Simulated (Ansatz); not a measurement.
# ZnS (F-43m) in Ansatz: further runs

The runs below take ZnS through single point, equation of state, with r2SCAN+D4.

Everything below comes from runs of Ansatz 0.2.0. Logs are shortened: lines on timing, memory, paths and dates and some standing lists are left out, and cuts for length are marked.

**Experimental background.**

“Electronic, vibrational, and thermodynamic properties of ZnS (zincblende and rocksalt structure)”, 2009, arxiv:0911.5022 quotes, for a bulk crystal of ZnS: bulk modulus 76.9 GPa.

The runs below are set against these values where they give the same quantity.

**1. The structure**

It takes space group F-43m (No. 216, cubic). The conventional cell has a = 5.404 Å, b = 5.404 Å, c = 5.404 Å, α = 90.00°, β = 90.00°, γ = 90.00°. Around Zn (site symmetry -43m) lie 4 S at 2.34 Å. S (site symmetry -43m) has 4 Zn at 2.34 Å as nearest neighbours.

**2. Single point, r2SCAN+D4, 18.54 Å³/atom (volume scaled by 0.94)**

File input.yaml:

```yaml
crystal:
  lattice:
    - [0.0, 2.6468416657, 2.6468416657]
    - [2.6468416657, 0.0, 2.6468416657]
    - [2.6468416657, 2.6468416657, 0.0]
  atoms:
    - { symbol: Zn, position: [0.75, 0.75, 0.75] }
    - { symbol: S, position: [0.0, 0.0, 0.0] }
hamiltonian:
  xc: r2scan
  pseudopotentials: { kind: paw }
  dispersion: d4
kpoints:
  mp_grid: { grid: [9, 9, 9] }
scf:
  occupations: { method: fermi_dirac, width: 0.05 }
output:
  forces: true
  stress: true
  eigenvalues: true
  write_density: true
  write_potential: true
  elf: true
  volumetric_format: npy
```

Potentials or basis: Ansatz PAW.

The run is started by

```bash
> ansatz run input.yaml --threads 2 --pin off --max-ram 5120MiB --backend cpu --events-out ev --progress --plain --runs-dir out
```

The log of the run:

```text
Warning: RAYON_NUM_THREADS=2 ignored (pool sized by the plan → 2); use --threads N
Engine: ansatz 0.2.0, aarch64-unknown-linux-gnu
Pseudopotentials: kind: paw
Pseudopotential: Zn, paw, valence charge 12, recommended cutoff 500 eV (meta_gga), Zn.paw.azcp
Pseudopotential: S, paw, valence charge 6, recommended cutoff 500 eV (meta_gga), S.paw.azcp
Functional definition: r2SCAN
  parameter k0 = 0.174
  parameter k1 = 0.065
  parameter a1 = 4.9479
  exchange = r2scan_x(k0 = k0, k1 = k1, a1 = a1)
  correlation = r2scan_c
Crystal: 2 atoms, lattice volume = 37.086 Å³
Basis set: ecut = 500 eV, 941 PW (Γ), exchange–correlation on 120×120×120 points (64 copies of the dense FFT grid, shifted against one another)
Bands: 13, of which v1, the nominal top of the filled ones, is band 9 counted from 1 (8 counted from 0)
Symmetry: 24 space group operations
Space group: F-43m (ITA 216), of the structure as read, at distance tolerance 3.3e-5 Å
k-points: 35 of 729 (time reversal used)
Non-local potential: Zn, projectors of the file, l = 0: 2, l = 1: 2, l = 2: 3, l = 3: 1
Non-local potential: S, projectors of the file, l = 0: 2, l = 1: 2, l = 2: 2
PAW form: soft (Blöchl's): semilocal exchange-correlation on the pseudo side does not see the compensation charge
PAW frozen core: Zn, regenerated for the run's functional (the file was generated under x = pbe(κ = 0.804, μ = 0.2195149727645171), c = pbe(β = 0.06672455060314922))
PAW frozen core: S, regenerated for the run's functional (the file was generated under x = pbe(κ = 0.804, μ = 0.2195149727645171), c = pbe(β = 0.06672455060314922))
PAW one-centre angular grid: Zn, 590 points (default); XC on 261 of its mesh's 2673 points in the sphere
PAW one-centre angular grid: S, 302 points (default); XC on 160 Gauss nodes
Initial density: superposition of atomic densities (neutral atoms: chi_scale 0, normalization atom), corrected by the library's trained network
Initial wavefunctions: pseudopotential atomic-orbital guess
Functional: x = r2scan, c = r2scan; τ floored in thin density (d = 2e-4 eV/Å³)
SCF iter   1: F=—  HF=-4233.665155 eV  |F-HF|=—  |Δ(HF+E_count)|=         —  Δρ=1.59e-2  dr2=4.74e-2  dr2_τ=8.14e-3  ethr=1.77e-3  ⟨swp⟩=5.5  Hψ=2757  notcnv=0
preconditioner: auto → none  [insulator: Δε(μ)=2.940 eV  Ē_g=13.362 eV  σ=0.050 eV  W_gap=1.00  n_scr=14 (ndim 8)  ℏωp=25.9 eV  f_vac=0.017  D(μ)=0.00/eV (n_scr^D=0)  ε∞_Penn≈4.7]
SCF iter   2: F=—  HF=-4233.670985 eV  |F-HF|=—  |Δ(HF+E_count)|=   5.83e-3  Δρ=5.10e-3  dr2=9.03e-3  dr2_τ=3.67e-4  ethr=2.63e-4  ⟨swp⟩=2.3  Hψ=1172  notcnv=0
SCF iter   3: F=—  HF=-4233.665394 eV  |F-HF|=—  |Δ(HF+E_count)|=   5.59e-3  Δρ=2.95e-3  dr2=1.31e-3  dr2_τ=8.44e-6  ethr=5.02e-5  ⟨swp⟩=2.0  Hψ=875  notcnv=0
SCF iter   4: F=—  HF=-4233.665766 eV  |F-HF|=—  |Δ(HF+E_count)|=   3.73e-4  Δρ=3.39e-4  dr2=6.47e-5  dr2_τ=3.53e-6  ethr=7.30e-6  ⟨swp⟩=2.0  Hψ=1050  notcnv=0
SCF iter   5: F=—  HF=-4233.665743 eV  |F-HF|=—  |Δ(HF+E_count)|=   2.31e-5  Δρ=1.50e-4  dr2=7.91e-6  dr2_τ=1.08e-7  ethr=3.60e-7  ⟨swp⟩=2.0  Hψ=547  notcnv=0
SCF iter   6: F=-4233.665742 eV  HF=-4233.665742 eV  |F-HF|=3.21e-9  |Δ(HF+E_count)|=   1.03e-6  Δρ=9.92e-6  dr2=3.43e-8  dr2_τ=2.89e-9  ethr=5.56e-10  ⟨swp⟩=7.4  Hψ=3260  notcnv=0
SCF 1 converged in 6 iterations: F = -4233.665742 eV  dr2 = 3.43e-8
SCF converged after 6 iterations
Free energy (F): -4233.665742 eV
Harris-Foulkes:  -4233.665742 eV  (|F-HF|=3.21e-9)
Internal energy: -4233.665742 eV  (E = F + TS)
E sigma→0 (E₀):  -4233.665742 eV
Fermi energy:    7.861662 eV
--- Per-component energies (eV) ---
  E_band       = 8.410722
  E_kinetic    = 239.078985
  E_local      = -2005.892133  (includes V_loc(G=0)·N_el)
  E_nonlocal   = 646.101148
  E_hartree    = 842.940409
  E_xc         = -216.682962
  E_vxc        = -149.478843  (∫ρ·V_xc dr)
  E_paw        = -2459.175848  (= ΣΔE_a)
  E_vpaw       = -414.669092  (= ΣTr[D̂ρ^β])
  E_aug_tail   = -0.000026  (compensation charges beyond the density's cutoff)
  E_vtau       = 7.389266  (kinetic-family band-sum trace: ∫τ·v_τ [+ j·A + Jᵃ·Aᵃ] dr)
  E_ewald      = -1279.498844
  E_disp       = -0.244087  (pairwise vdW)
  E_core_change = -0.292385  (= ΣΔE_core)
  E_smearing   = -0.000000  (= −TS)
  E_closure    = 0.000000  (closes the sum)
  Σ components = -4233.665742   (vs F -4233.665742, Δ=0.00e0)
--- Forces (eV/Å), atoms counted from 1 ---
  atom   1  Zn     0.00000000    -0.00000000     0.00000000
  atom   2  S     -0.00000000     0.00000000     0.00000000
  max |Σ_I F_I| component: 2.08e-17 eV/Å
--- Stress (GPa, compression-positive) ---
        3.753122       0.000000      -0.000000
       -0.000000       3.753122       0.000000
       -0.000000       0.000000       3.753122
  P = ⅓ Tr σ = 3.7531 GPa (37.531 kbar)
--- Band table (eV; the first three rows and the last of 35) ---
  k-point 0: bands = ["-7.7983", "-0.4199", "-0.4199", "-0.4199", "0.2013", "0.2013", "6.3478", "6.3478", "6.3478", "9.3012", "13.1570", "13.1570", "13.1570"]
  k-point 1: bands = ["-7.6925", "-0.4222", "-0.3998", "-0.3998", "0.1997", "0.1997", "5.4088", "6.2126", "6.2126", "9.9710", "13.0979", "13.3871", "13.3871"]
  k-point 2: bands = ["-7.4058", "-0.3996", "-0.3522", "-0.3522", "0.2010", "0.2010", "3.7586", "5.8999", "5.8999", "10.5204", "13.6554", "13.7766", "13.7766"]
  k-point 34: bands = ["-6.3893", "-0.2818", "-0.0980", "0.0946", "0.1803", "0.5987", "1.4395", "3.0866", "3.6675", "12.2604", "13.0228", "14.3847", "15.9921"]
```

It took 2.5 s on 2 threads of Arm Neoverse V2, shared host; peak memory 0.42 GiB.

Results:

```yaml
Free_energy: -4233.6657 eV
Pressure: 3.8 GPa
Band_gap_on_the_k_mesh: 2.95 eV, direct
```

Caveat: odd divisions of the mesh miss points on the zone boundary, where band edges often lie, so the gap on the mesh can be too wide; the PAW data sets come from PBE, with cores solved anew for the run's functional, which leaves a small shift of forces and pressure.

**3. Single point, r2SCAN+D4, 18.94 Å³/atom (volume scaled by 0.96)**

input.yaml: that of step 2 with these lines changed.

```diff
@@ -2,5 +2,5 @@
   lattice:
-    - [0.0, 2.6468416657, 2.6468416657]
-    - [2.6468416657, 0.0, 2.6468416657]
-    - [2.6468416657, 2.6468416657, 0.0]
+    - [0.0, 2.6654820099, 2.6654820099]
+    - [2.6654820099, 0.0, 2.6654820099]
+    - [2.6654820099, 2.6654820099, 0.0]
   atoms:
```

Potentials or basis: Ansatz PAW.

The run is started by

```bash
> ansatz run input.yaml --threads 2 --pin off --max-ram 5120MiB --backend cpu --events-out ev --progress --plain --runs-dir out
```

Wall time 2.5 s (2 threads of Arm Neoverse V2, shared host); peak memory 0.43 GiB.

Results (log left out):

```yaml
Free_energy: -4233.6793 eV
Pressure: 1.8 GPa
Band_gap_on_the_k_mesh: 2.85 eV, direct
```

Caveat: odd divisions of the mesh miss points on the zone boundary, where band edges often lie, so the gap on the mesh can be too wide; the PAW data sets come from PBE, with cores solved anew for the run's functional, which leaves a small shift of forces and pressure.

**4. Single point, r2SCAN+D4, 19.33 Å³/atom (volume scaled by 0.98)**

File input.yaml:

```yaml
crystal:
  lattice:
    - [0.0, 2.6838652254, 2.6838652254]
    - [2.6838652254, 0.0, 2.6838652254]
    - [2.6838652254, 2.6838652254, 0.0]
  atoms:
    - { symbol: Zn, position: [0.75, 0.75, 0.75] }
    - { symbol: S, position: [0.0, 0.0, 0.0] }
hamiltonian:
  xc: r2scan
  pseudopotentials: { kind: paw }
  dispersion: d4
kpoints:
  mp_grid: { grid: [9, 9, 9] }
scf:
  occupations: { method: fermi_dirac, width: 0.05 }
output:
  forces: true
  stress: true
  eigenvalues: true
```

The run is started by

```bash
> ansatz run input.yaml --threads 2 --pin off --max-ram 5120MiB --backend cpu --events-out ev --progress --plain --runs-dir out
```

Wall time 2 s (2 threads of Arm Neoverse V2, shared host); peak memory 0.42 GiB.

Results (log left out):

```
Free energy            : -4233.6838 eV
Pressure               : 0.1 GPa
Band gap on the k mesh : 2.76 eV, direct
```

Caveat: odd divisions of the mesh miss points on the zone boundary, where band edges often lie, so the gap on the mesh can be too wide; the PAW data sets come from PBE, with cores solved anew for the run's functional, which leaves a small shift of forces and pressure.

**5. Single point, r2SCAN+D4, 19.73 Å³/atom**

input.yaml: that of step 4 with these lines changed.

```diff
@@ -2,5 +2,5 @@
   lattice:
-    - [0.0, 2.6838652254, 2.6838652254]
-    - [2.6838652254, 0.0, 2.6838652254]
-    - [2.6838652254, 2.6838652254, 0.0]
+    - [0.0, 2.702, 2.702]
+    - [2.702, 0.0, 2.702]
+    - [2.702, 2.702, 0.0]
   atoms:
@@ -20 +20,5 @@
   eigenvalues: true
+  write_density: true
+  write_potential: true
+  elf: true
+  volumetric_format: npy
```

The run is started by

```bash
> ansatz run input.yaml --threads 2 --pin off --max-ram 5120MiB --backend cpu --events-out ev --progress --plain --runs-dir out
```

Run time: 2.5 s. Hardware: 2 threads of Arm Neoverse V2, shared host; peak memory 0.43 GiB.

The run converged. Its results:

- Free energy: -4233.6802 eV
- Pressure: -1.5 GPa
- Band gap on the k mesh: 2.66 eV, direct

Caveat: odd divisions of the mesh miss points on the zone boundary, where band edges often lie, so the gap on the mesh can be too wide; the PAW data sets come from PBE, with cores solved anew for the run's functional, which leaves a small shift of forces and pressure.

**6. Single point, r2SCAN+D4, 20.12 Å³/atom (volume scaled by 1.02)**

input.yaml: that of step 5 with these lines changed.

```diff
@@ -2,5 +2,5 @@
   lattice:
-    - [0.0, 2.702, 2.702]
-    - [2.702, 0.0, 2.702]
-    - [2.702, 2.702, 0.0]
+    - [0.0, 2.7198945612, 2.7198945612]
+    - [2.7198945612, 0.0, 2.7198945612]
+    - [2.7198945612, 2.7198945612, 0.0]
   atoms:
@@ -20,5 +20 @@
   eigenvalues: true
-  write_density: true
-  write_potential: true
-  elf: true
-  volumetric_format: npy
```

Potentials or basis: Ansatz PAW.

The run is started by

```bash
> ansatz run input.yaml --threads 2 --pin off --max-ram 5120MiB --backend cpu --events-out ev --progress --plain --runs-dir out
```

Wall time 2 s (2 threads of Arm Neoverse V2, shared host); peak memory 0.43 GiB.

The run converged. Its results:

- Free energy: -4233.6692 eV
- Pressure: -2.9 GPa
- Band gap on the k mesh: 2.57 eV, direct

Caveat: odd divisions of the mesh miss points on the zone boundary, where band edges often lie, so the gap on the mesh can be too wide; the PAW data sets come from PBE, with cores solved anew for the run's functional, which leaves a small shift of forces and pressure.

**7. Single point, r2SCAN+D4, 20.52 Å³/atom (volume scaled by 1.04)**

input.yaml: that of step 6 with these lines changed.

```diff
@@ -2,5 +2,5 @@
   lattice:
-    - [0.0, 2.7198945612, 2.7198945612]
-    - [2.7198945612, 0.0, 2.7198945612]
-    - [2.7198945612, 2.7198945612, 0.0]
+    - [0.0, 2.7375567091, 2.7375567091]
+    - [2.7375567091, 0.0, 2.7375567091]
+    - [2.7375567091, 2.7375567091, 0.0]
   atoms:
```

The run is started by

```bash
> ansatz run input.yaml --threads 2 --pin off --max-ram 5120MiB --backend cpu --events-out ev --progress --plain --runs-dir out
```

It took 2 s on 2 threads of Arm Neoverse V2, shared host; peak memory 0.43 GiB.

Results (log left out):

```yaml
Free_energy: -4233.6516 eV
Pressure: -4.2 GPa
Band_gap_on_the_k_mesh: 2.49 eV, direct
```

Caveat: odd divisions of the mesh miss points on the zone boundary, where band edges often lie, so the gap on the mesh can be too wide; the PAW data sets come from PBE, with cores solved anew for the run's functional, which leaves a small shift of forces and pressure.

**8. Single point, r2SCAN+D4, 20.91 Å³/atom (volume scaled by 1.06)**

input.yaml: that of step 7 with these lines changed.

```diff
@@ -2,5 +2,5 @@
   lattice:
-    - [0.0, 2.7375567091, 2.7375567091]
-    - [2.7375567091, 0.0, 2.7375567091]
-    - [2.7375567091, 2.7375567091, 0.0]
+    - [0.0, 2.7549938462, 2.7549938462]
+    - [2.7549938462, 0.0, 2.7549938462]
+    - [2.7549938462, 2.7549938462, 0.0]
   atoms:
@@ -20 +20,5 @@
   eigenvalues: true
+  write_density: true
+  write_potential: true
+  elf: true
+  volumetric_format: npy
```

The run is started by

```bash
> ansatz run input.yaml --threads 2 --pin off --max-ram 5120MiB --backend cpu --events-out ev --progress --plain --runs-dir out
```

Wall time 2.5 s (2 threads of Arm Neoverse V2, shared host); peak memory 0.43 GiB.

Results (log left out):

```yaml
Free_energy: -4233.6282 eV
Pressure: -5.3 GPa
Band_gap_on_the_k_mesh: 2.40 eV, direct
```

Caveat: odd divisions of the mesh miss points on the zone boundary, where band edges often lie, so the gap on the mesh can be too wide; the PAW data sets come from PBE, with cores solved anew for the run's functional, which leaves a small shift of forces and pressure.

**9. Equation of state, r2SCAN+D4**

Potentials or basis: Ansatz PAW.

No new run: the results of the series are fitted here.

What came out:

- Equilibrium volume: 19.34 Å³/atom
- Bulk modulus: 81 GPa
- Pressure derivative of the bulk modulus: 4.4

Energy against volume, from the lowest point:
```tsv
volume (Å³/atom)	energy (meV/atom)
18.543	9.04
18.938	2.24
19.332	0.00
19.727	1.83
20.121	7.33
20.516	16.10
20.910	27.81
```

Caveat: the PAW data sets were made with another functional, which shifts forces and pressure a little.

**10. Against experiment**

Step 9. Against the measured bulk modulus of ZnS, 76.9 GPa (quoted in “Electronic, vibrational, and thermodynamic properties of ZnS (zincblende and rocksalt structure)”, 2009, arxiv:0911.5022), the calculated 81 GPa is off by +5.1 %. The fit is for a static lattice scaled at fixed shape and fixed fractional positions.
